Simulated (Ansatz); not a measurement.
## Al started on a N site in wurtzite AlN, 96 atoms, charge +3

All numbers come from Ansatz (PAW, plane waves, no spin–orbit coupling) at the single k point (¼, ¼, ¼) without its symmetry partners. The atoms were relaxed with PBEsol in a fixed cell; other functionals are single points on those atoms unless said otherwise. The valence top and gap of the host come from its small cell on a dense mesh, with the band extrema sought between the mesh points, lined up by the mean potential, PBEsol gap 4.09 eV, HSE06 gap 5.54 eV. The charge correction uses an assumed dielectric constant of 8.5.

Relaxed structure:

```
CELL_PARAMETERS angstrom
9.34145 0.00000 0.00000
0.00000 10.78657 0.00000
0.00000 0.00000 9.96706
ATOMIC_POSITIONS crystal
Al 0.16495 0.08264 0.24850
Al 0.16494 0.08270 0.74847
Al 0.99970 0.33183 0.24872
Al 0.99945 0.33215 0.74942
Al 0.49788 0.08318 0.24943
Al 0.49833 0.08492 0.74950
Al 0.33005 0.33042 0.24717
Al 0.32742 0.33053 0.74799
Al 0.16688 0.58189 0.24906
Al 0.16371 0.58148 0.74539
Al 0.00024 0.83465 0.25035
Al 0.99950 0.83327 0.74955
Al 0.83351 0.08374 0.24882
Al 0.83364 0.08443 0.74967
Al 0.66501 0.32900 0.24646
Al 0.66893 0.33079 0.74834
Al 0.48283 0.57591 0.15556
Al 0.49905 0.58292 0.75444
Al 0.33177 0.83371 0.24909
Al 0.33291 0.83684 0.74775
Al 0.83977 0.58054 0.24136
Al 0.83822 0.57996 0.75877
Al 0.66523 0.83664 0.25231
Al 0.66556 0.84424 0.76402
Al 0.60047 0.57832 0.37658
Al 0.00107 0.16968 0.49895
Al 0.99943 0.16635 0.99872
Al 0.32973 0.16271 0.49844
Al 0.32999 0.16395 0.99887
Al 0.16500 0.41624 0.49857
Al 0.16414 0.41565 0.99800
Al 0.00222 0.66776 0.49717
Al 0.00050 0.66735 0.00126
Al 0.66635 0.16423 0.49899
Al 0.66681 0.16302 0.99922
Al 0.49234 0.39808 0.50682
Al 0.49866 0.39967 0.98732
Al 0.33465 0.66995 0.50344
Al 0.31682 0.67483 0.98763
Al 0.16653 0.91647 0.49897
Al 0.16394 0.91842 0.99920
Al 0.83156 0.41506 0.50228
Al 0.83333 0.41244 0.00089
Al 0.69876 0.70554 0.54171
Al 0.67208 0.67008 0.99165
Al 0.50016 0.92002 0.50089
Al 0.49643 0.91941 0.00344
Al 0.84049 0.92706 0.49977
Al 0.83591 0.91848 0.00343
N 0.99924 0.16649 0.18934
N 0.99925 0.16698 0.68927
N 0.33142 0.16501 0.18930
N 0.33180 0.16572 0.68846
N 0.16566 0.41701 0.18906
N 0.16472 0.41629 0.68802
N 0.00045 0.66716 0.19259
N 0.99619 0.66574 0.68694
N 0.66568 0.16423 0.18986
N 0.66603 0.16613 0.68890
N 0.49771 0.40775 0.17920
N 0.49869 0.41718 0.69454
N 0.32410 0.66968 0.18081
N 0.33516 0.66584 0.69344
N 0.16574 0.91609 0.19008
N 0.16536 0.91569 0.68884
N 0.83119 0.41487 0.19168
N 0.83254 0.41796 0.69121
N 0.65640 0.65903 0.20196
N 0.66969 0.67139 0.71835
N 0.49838 0.91552 0.19298
N 0.50084 0.91741 0.69159
N 0.83295 0.91518 0.19288
N 0.83223 0.91612 0.69085
N 0.16413 0.08183 0.43921
N 0.16423 0.08268 0.93882
N 0.99778 0.33712 0.43934
N 0.99870 0.33280 0.93974
N 0.49858 0.08468 0.43997
N 0.49861 0.08365 0.94023
N 0.32795 0.32961 0.43849
N 0.32756 0.32994 0.93646
N 0.17050 0.58421 0.44033
N 0.16109 0.58193 0.93518
N 0.99936 0.83285 0.44089
N 0.99874 0.83187 0.94056
N 0.83530 0.08908 0.43894
N 0.83336 0.08217 0.94006
N 0.66458 0.33394 0.43961
N 0.66966 0.32943 0.93727
N 0.49601 0.58148 0.95672
N 0.33576 0.83233 0.44036
N 0.33175 0.83776 0.93728
N 0.81298 0.58631 0.43941
N 0.83450 0.58106 0.94864
N 0.67279 0.84630 0.44260
N 0.66569 0.83678 0.95121
```

Chemical potentials μ are those of reference phases of the elements at zero temperature by the same functional (the usual solids, diamond for C, grey Sn, and the molecules H2, N2, O2, F2, Cl2, Br2 and S8).

| functional | E(defect) − E(host) − Σ nμ + q·E_VBM (eV) | monopole (eV) | alignment (eV) | formation energy at E_F = VBM (eV) | moment (μB) | wall time, shared host |
| --- | --- | --- | --- | --- | --- | --- |
| PBEsol | 3.04 | 2.15 | -0.41 | 4.78 | 1.0 | 14 s on NVIDIA GB200 (relaxation) |

Task: Estimate the formation energy and moment that HSE06 gives on these atoms.

Result: 2.81 eV at E_F = VBM (1.02 eV before the monopole term 2.15 eV and the alignment -0.36 eV), moment 1.0 μB.

HSE06 one-electron levels near the gap (the ten most localised at most), from the host's valence top, not corrected for the charge's images:

| level (eV) | spin | filling | atoms sharing it | element of the atom with most weight |
| --- | --- | --- | --- | --- |
| -0.02 | up | 1.00 | 27.2 | Al |
| 0.06 | down | 1.00 | 36.4 | spread |
| 0.08 | up | 1.00 | 42.0 | spread |
| 0.28 | down | 1.00 | 12.9 | Al |
| 2.81 | up | 1.00 | 8.1 | Al |
| 4.43 | down | 0.00 | 8.8 | Al |
| 4.70 | up | 0.00 | 9.6 | Al |
| 4.87 | down | 0.00 | 9.9 | Al |
| 4.93 | up | 0.00 | 11.4 | Al |
| 5.22 | down | 0.00 | 11.8 | Al |

All elements are taken at their own reference at once; growth conditions in equilibrium with the host shift these energies, by up to the host's formation enthalpy.

One k point and a cell of this size can leave errors of several tenths of an eV in such numbers.
